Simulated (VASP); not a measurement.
# TePb (Fm-3m) in VASP: notebook

One crystal, TePb, is run at these levels: LDA, r2SCAN; tasks: relaxation of cell and atoms.

All numbers are computed with VASP 6.6.1; they aren't measurements. Logs are shortened: lines on timing, memory, paths and dates and some standing lists are left out, and cuts for length are marked.

### Step 1. The crystal as given

The structure is cubic, space group Fm-3m (No. 225). Conventional cell: a = 6.462 Å, b = 6.462 Å, c = 6.462 Å, α = 90.00°, β = 90.00°, γ = 90.00°. Around Te (site symmetry m-3m) lie 6 Pb at 3.23 Å. Pb (site symmetry m-3m) has 6 Te at 3.23 Å as nearest neighbours.

### Step 2. Relaxation of cell and atoms, LDA

Input file INCAR:

```
SYSTEM = TePb
PREC     = Accurate       ! precision mode
ENCUT    = 600            ! plane-wave cutoff, eV
EDIFF    = 1E-6           ! SCF threshold, eV
ISMEAR   = 0              ! smearing method
SIGMA    = 0.03           ! smearing width, eV
LREAL    = .False.        ! projectors in reciprocal space
LASPH    = .True.         ! aspherical terms in the spheres
NELM     = 80             ! most SCF steps
ALGO     = Normal         ! electronic algorithm
ISIF     = 3              ! what is computed and relaxed
LWAVE    = .False.        ! write WAVECAR
LCHARG   = .False.        ! write CHGCAR
IBRION   = 2              ! ionic algorithm
NSW      = 90             ! ionic steps
EDIFFG   = -0.01          ! ionic threshold
```

Input file KPOINTS:

```
Automatic mesh
0
Gamma
  8 8 8
  0 0 0
```

Input file POSCAR:

```
TePb
1.0
    0.0000000000      3.2310000000      3.2310000000
    3.2310000000      0.0000000000      3.2310000000
    3.2310000000      3.2310000000      0.0000000000
Te Pb
1 1
Direct
    0.5000000000      0.5000000000      0.5000000000
    0.0000000000      0.0000000000      0.0000000000
```

Potentials or basis: VASP PAW LDA potentials, release 64 (Te, Pb_d).

Launch:

```
$ cat potpaw_LDA.64/Te/POTCAR potpaw_LDA.64/Pb_d/POTCAR > POTCAR
$ mpirun -np 1 vasp_std > vasp.out
```

OUTCAR:

```text
SYSTEM = TePb
   PREC = Accurate
   ENCUT = 600
   EDIFF = 1E-6
   ISMEAR = 0
   LREAL = .False.
   LASPH = .True.
   NELM = 80
   ISIF = 3
   IBRION = 2
   NSW = 90
   EDIFFG = -0.01

 ion  position               nearest neighbor table
   1  0.500  0.500  0.500-   2 3.23   2 3.23   2 3.23   2 3.23   2 3.23   2 3.23
   2  0.000  0.000  0.000-   1 3.23   1 3.23   1 3.23   1 3.23   1 3.23   1 3.23

  LATTYP: Found a face centered cubic cell.
 ALAT       =     6.4620000000

  Lattice vectors:

 A1 = (   0.0000000000,   3.2310000000,   3.2310000000)
 A2 = (   3.2310000000,   0.0000000000,   3.2310000000)
 A3 = (   3.2310000000,   3.2310000000,   0.0000000000)

Analysis of symmetry for initial positions (statically):
=====================================================================
 Subroutine PRICEL returns:
 Original cell was already a primitive cell.

 Routine SETGRP: Setting up the symmetry group for a
 face centered cubic supercell.

 Subroutine GETGRP returns: Found 48 space group operations
 (whereof 48 operations were pure point group operations)
 out of a pool of 48 trial point group operations.

The static configuration has the point symmetry O_h .

Analysis of symmetry for dynamics (positions and initial velocities):
=====================================================================
 Subroutine PRICEL returns:
 Original cell was already a primitive cell.

 Routine SETGRP: Setting up the symmetry group for a
 face centered cubic supercell.

 Subroutine GETGRP returns: Found 48 space group operations
 (whereof 48 operations were pure point group operations)
 out of a pool of 48 trial point group operations.

The dynamic configuration has the point symmetry O_h .

 Subroutine INISYM returns: Found 48 space group operations
 (whereof 48 operations are pure point group operations),
 and found     1 'primitive' translations

----------------------------------------------------------------------------------------

                                     Primitive cell

  volume of cell :      67.4592

  direct lattice vectors                    reciprocal lattice vectors
     0.000000000  3.231000000  3.231000000    -0.154750851  0.154750851  0.154750851
     3.231000000  0.000000000  3.231000000     0.154750851 -0.154750851  0.154750851
     3.231000000  3.231000000  0.000000000     0.154750851  0.154750851 -0.154750851

  length of vectors
     4.569324020  4.569324020  4.569324020     0.268036337  0.268036337  0.268036337

  position of ions in fractional coordinates (direct lattice)
[... 100 lines left out ...]
  volume/ion in A,a.u.               =      33.73       227.62
  Fermi-wavevector in a.u.,A,eV,Ry     =   1.091619  2.062861 16.213147  1.191633
  Thomas-Fermi vector in A             =   2.227868
   LORBIT       =      0    0 simple, 1 ext, 2 COOP (PROOUT), +10 PAW based schemes
   GGA     = CA    functional components
   LHFCALC =     F    Hartree Fock is set to
   AEXX    =    0.0000 exact exchange contribution
   IVDW    =     0    specifies the selected vdW correction
   LEPSILON=     F    determine dielectric tensor
   LRPA    =     F    only Hartree local field effects (RPA)
 conjugate gradient relaxation of ions
 non-spin polarized calculation
 Gauss-broadening in eV      SIGMA  =   0.03
  energy-cutoff  :      600.00
  volume of cell :       67.46
 maximum number of plane-waves:      2272
 NGX is ok and might be reduce to    40
   NGX = 19   NGY = 19   NGZ = 19

--------------------------------------- Ionic step        1  -------------------------------------------

 number of electron      19.9999998 magnetization

 Free energy of the ion-electron system (eV)
  ---------------------------------------------------
  ext. energy  EPLUGINS =         0.00000000
  ---------------------------------------------------
  free energy    TOTEN  =        -8.76266474 eV

  energy without entropy =       -8.76266474  energy(sigma->0) =       -8.76266474

------------------------ aborting loop because EDIFF is reached ----------------------------------------

  FORCE on cell =-STRESS in cart. coord.  units (eV):
  Direction    XX          YY          ZZ          XY          YZ          ZX
  --------------------------------------------------------------------------------------
  -------------------------------------------------------------------------------------
  Total       -0.6820050     -0.6820050     -0.6820050     -0.0000000      0.0000000      0.0000000
  in kB      -16.1978468    -16.1978468    -16.1978468     -0.0000000      0.0000000      0.0000000
  external PRESSURE =     -16.1978468 kB  Pullay stress =       0.0000000 kB
[... 59 lines left out ...]
--------------------------------------- Ionic step        3  -------------------------------------------

 number of electron      20.0000001 magnetization

 Free energy of the ion-electron system (eV)
  ---------------------------------------------------
  ext. energy  EPLUGINS =         0.00000000
  ---------------------------------------------------
  free energy    TOTEN  =        -8.77497789 eV

  energy without entropy =       -8.77497789  energy(sigma->0) =       -8.77497789

 E-fermi :   6.0841     XC(G=0):  -9.7317

 val. band max:        5.8959945388   @ k =   0.5000   0.0000   0.0000
 cond. band min:       6.4555271412   @ k =   0.5000   0.0000   0.0000
 fundamental gap:      0.5595326024
 Fermi energy:         6.0840536263

 k-point     1 :       0.0000    0.0000    0.0000
  band No.  band energies     occupation
      1     -10.8467      2.00000
      2     -10.8467      2.00000
      3     -10.8299      2.00000
      4     -10.8299      2.00000
      5     -10.8299      2.00000
      6      -6.4693      2.00000
      7       0.3060      2.00000
      8       4.4054      2.00000
      9       4.4054      2.00000
     10       4.4054      2.00000
     11       9.9157      0.00000
     12       9.9157      0.00000
     13       9.9157      0.00000
     14      11.5876      0.00000
[... 377 lines left out ...]
      1     -10.8825      2.00000
      2     -10.8562      2.00000
      3     -10.8231      2.00000
      4     -10.8162      2.00000
      5     -10.8065      2.00000
      6      -4.7235      2.00000
      7      -2.6603      2.00000
      8       2.8997      2.00000
      9       3.1252      2.00000
     10       5.3770      2.00000
     11       7.0765      0.00000
     12       9.4234      0.00000
     13       9.9248      0.00000
     14      12.6201      0.00000

 [... further k-points ...]
[... 5 lines left out ...]
  --------------------------------------------------------------------------------------
  -------------------------------------------------------------------------------------
  Total       -0.0025317     -0.0025317     -0.0025317     -0.0000000      0.0000000      0.0000000
  in kB       -0.0623139     -0.0623139     -0.0623139     -0.0000000      0.0000000      0.0000000
  external PRESSURE =      -0.0623139 kB  Pullay stress =       0.0000000 kB
[... 17 lines left out ...]
  FREE ENERGIE OF THE ION-ELECTRON SYSTEM (eV)
  ---------------------------------------------------
  free  energy   TOTEN  =        -8.7749778940 eV

  energy  without entropy=       -8.7749778940  energy(sigma->0) =       -8.77497789

 reached required accuracy - stopping structural energy minimisation
```

OSZICAR:

```text
N       E                     dE             d eps       ncg     rms          rms(c)
DAV:   1     0.155317843984E+03    0.15532E+03   -0.99475E+03   818   0.152E+03
DAV:   2     0.273681425656E+01   -0.15258E+03   -0.14948E+03   860   0.351E+02
DAV:   3    -0.858232309268E+01   -0.11319E+02   -0.11038E+02  1088   0.100E+02
DAV:   4    -0.888351384021E+01   -0.30119E+00   -0.30110E+00   964   0.189E+01
[... 21 lines left out ...]
DAV:   3    -0.877496876029E+01    0.53307E-02   -0.23103E-02  1016   0.261E+00    0.739E-02
DAV:   4    -0.877498063240E+01   -0.11872E-04   -0.38263E-04   818   0.214E-01    0.587E-02
DAV:   5    -0.877497988643E+01    0.74597E-06   -0.94027E-05  1048   0.105E-01    0.172E-02
DAV:   6    -0.877497796353E+01    0.19229E-05   -0.87741E-06   968   0.540E-02    0.422E-03
DAV:   7    -0.877497789401E+01    0.69515E-07   -0.38236E-07   412   0.665E-03
   3 F= -.87749779E+01 E0= -.87749779E+01  d E =-.123132E-01
```

Wall time 29 s (1 thread of Intel Xeon 6975P-C (Granite Rapids), shared host); peak memory 0.21 GiB.

Results:

```yaml
Free_energy: -8.7750 eV
Relaxed_volume: 32.55 Å³/atom
Relaxed_cell: a = 4.515 Å, b = 4.515 Å, c = 4.515 Å, α = 60.00°, β = 60.00°, γ = 60.00°
Space_group_after_relaxing_to_0.05_Å: Fm-3m (No. 225)
Energy_gained_by_relaxing: 6.2 meV/atom
Ionic_steps: 3
Pressure_after_relaxing: 0.0 GPa
Band_gap_on_the_k_mesh: 0.56 eV, direct
```

The path:
| step | energy change (eV) | largest force (eV/Å) | pressure (GPa) | volume (Å³) |
| --- | --- | --- | --- | --- |
| 1 | 0.0000 | 0.0000 | -1.62 | 67.46 |
| 2 | -0.0103 | 0.0000 | 0.71 | 64.18 |
| 3 | -0.0123 | 0.0000 | -0.01 | 65.09 |

Final structure:
```
CELL_PARAMETERS angstrom
0.00000 3.19278 3.19278
3.19278 0.00000 3.19278
3.19278 3.19278 0.00000
ATOMIC_POSITIONS crystal
Te 0.50000 0.50000 0.50000
Pb 0.00000 0.00000 0.00000
```

Caveat: spin-orbit coupling is left out, which as a rule narrows the gap of such compounds by several tenths of an eV. A k mesh can miss the band edges.

### Step 3. Relaxation of cell and atoms, LDA

This run uses another cell than the first one, of 32.55 Å³/atom, 0.965 times its volume.

Changes to INCAR since step 2:

```diff
@@ -3,3 +3,3 @@
 ENCUT    = 600            ! plane-wave cutoff, eV
-EDIFF    = 1E-6           ! SCF threshold, eV
+EDIFF    = 1E-7           ! SCF threshold, eV
 ISMEAR   = 0              ! smearing method
@@ -15,2 +15,2 @@
 NSW      = 90             ! ionic steps
-EDIFFG   = -0.01          ! ionic threshold
+EDIFFG   = -0.005         ! ionic threshold
```

KPOINTS is that of step 2.

Input file POSCAR:

```
TePb                                    
1.0
   -0.0000000000      3.1927848556      3.1927848556
    3.1927848556     -0.0000000000      3.1927848556
    3.1927848556      3.1927848556      0.0000000000
  Te              Pb            
     1     1
Direct
     0.5000000000000000    0.5000000000000000    0.5000000000000000
     0.0000000000000000    0.0000000000000000    0.0000000000000000
```

Potentials or basis: VASP PAW LDA potentials, release 64 (Te, Pb_d).

Launch:

```
$ cat potpaw_LDA.64/Te/POTCAR potpaw_LDA.64/Pb_d/POTCAR > POTCAR
$ mpirun -np 1 vasp_std > vasp.out
```

Wall time 9.9 s (1 thread of Intel Xeon 6975P-C (Granite Rapids), shared host); peak memory 0.19 GiB.

Results (log left out):

* Free energy: -8.7748 eV
* Pressure after relaxing: 0.0 GPa
* Band gap on the k mesh: 0.56 eV, direct

Final structure:
```
CELL_PARAMETERS angstrom
0.00000 3.19278 3.19278
3.19278 0.00000 3.19278
3.19278 3.19278 0.00000
ATOMIC_POSITIONS crystal
Te 0.50000 0.50000 0.50000
Pb 0.00000 0.00000 0.00000
```

Levels at points of the mesh, in eV from the valence-band top:
```tsv
k point	band 7	band 8	band 9	band 10	band 11	band 12	band 13	band 14
(0.00, 0.00, 0.00)	-5.59	-1.49	-1.49	-1.49	4.02	4.02	4.02	5.69
(0.50, 0.00, 0.00)	-8.84	-0.99	-0.99	0.00	0.56	1.11	1.11	8.33
(0.50, 0.50, 0.00)	-7.42	-4.81	-3.03	-3.03	3.09	5.51	5.51	6.81
```

Caveat: the relaxation stopped at its first step, so nothing moved; spin-orbit coupling is left out, which as a rule narrows the gap of such compounds by several tenths of an eV. A k mesh can miss the band edges.

### Step 4. Relaxation of cell and atoms, r2SCAN

Changes to INCAR since step 3:

```diff
@@ -3,3 +3,3 @@
 ENCUT    = 600            ! plane-wave cutoff, eV
-EDIFF    = 1E-7           ! SCF threshold, eV
+EDIFF    = 1E-6           ! SCF threshold, eV
 ISMEAR   = 0              ! smearing method
@@ -13,4 +13,6 @@
 LCHARG   = .False.        ! write CHGCAR
+METAGGA  = R2SCAN         ! meta-GGA
+LMIXTAU  = .True.       
 IBRION   = 2              ! ionic algorithm
 NSW      = 90             ! ionic steps
-EDIFFG   = -0.005         ! ionic threshold
+EDIFFG   = -0.01          ! ionic threshold
```

Input file KPOINTS:

```
regular mesh
0
Gamma
  8 8 8
  0 0 0
```

Input file POSCAR:

```
TePb
1.0
    0.0000000000      3.2310000000      3.2310000000
    3.2310000000      0.0000000000      3.2310000000
    3.2310000000      3.2310000000      0.0000000000
Te Pb
1 1
Direct
    0.5000000000      0.5000000000      0.5000000000
    0.0000000000      0.0000000000      0.0000000000
```

Potentials or basis: VASP PAW PBE potentials, release 64 (Te, Pb_d).

Launch:

```
$ cat potpaw_PBE.64/Te/POTCAR potpaw_PBE.64/Pb_d/POTCAR > POTCAR
$ mpirun -np 1 vasp_std > vasp.out
```

It took 3.1 min on 1 thread of Intel Xeon 6975P-C (Granite Rapids), shared host; peak memory 0.29 GiB.

Results (log left out):

```yaml
Free_energy: -82.7064 eV
Relaxed_volume: 34.89 Å³/atom
Relaxed_cell: a = 4.621 Å, b = 4.621 Å, c = 4.621 Å, α = 60.00°, β = 60.00°, γ = 60.00°
Space_group_after_relaxing_to_0.05_Å: Fm-3m (No. 225)
Energy_gained_by_relaxing: 5.4 meV/atom
Ionic_steps: 3
Pressure_after_relaxing: 0.0 GPa
Band_gap_on_the_k_mesh: 1.09 eV, direct
```

The path:
```
step  energy change (eV)  largest force (eV/Å)  pressure (GPa)  volume (Å³)
   1              0.0000                0.0000            1.55        67.46
   2             -0.0094                0.0000           -0.53        70.69
   3             -0.0109                0.0000            0.01        69.78
```

Final structure:
```cif
data_structure
_symmetry_space_group_name_H-M 'P 1'
_symmetry_Int_Tables_number 1
_cell_length_a 4.6211
_cell_length_b 4.6211
_cell_length_c 4.6211
_cell_angle_alpha 60.000
_cell_angle_beta 60.000
_cell_angle_gamma 60.000
_cell_volume 69.78
loop_
_atom_site_label
_atom_site_type_symbol
_atom_site_fract_x
_atom_site_fract_y
_atom_site_fract_z
_atom_site_occupancy
Te1 Te 0.50000 0.50000 0.50000 1
Pb1 Pb 0.00000 0.00000 0.00000 1
```

Levels at points of the mesh, in eV from the valence-band top:
| k point | band 7 | band 8 | band 9 | band 10 | band 11 | band 12 | band 13 | band 14 |
| --- | --- | --- | --- | --- | --- | --- | --- | --- |
| (0.00, 0.00, 0.00) | -5.72 | -1.35 | -1.35 | -1.35 | 4.32 | 4.32 | 4.32 | 6.27 |
| (0.50, 0.00, 0.00) | -8.71 | -0.90 | -0.90 | 0.00 | 1.09 | 1.51 | 1.51 | 8.91 |
| (0.50, 0.50, 0.00) | -7.44 | -4.41 | -2.76 | -2.76 | 3.74 | 5.71 | 5.71 | 6.97 |

Caveat: the PAW data sets were made with another functional, which shifts forces and pressure a little; spin-orbit coupling is left out, which as a rule narrows the gap of such compounds by several tenths of an eV.
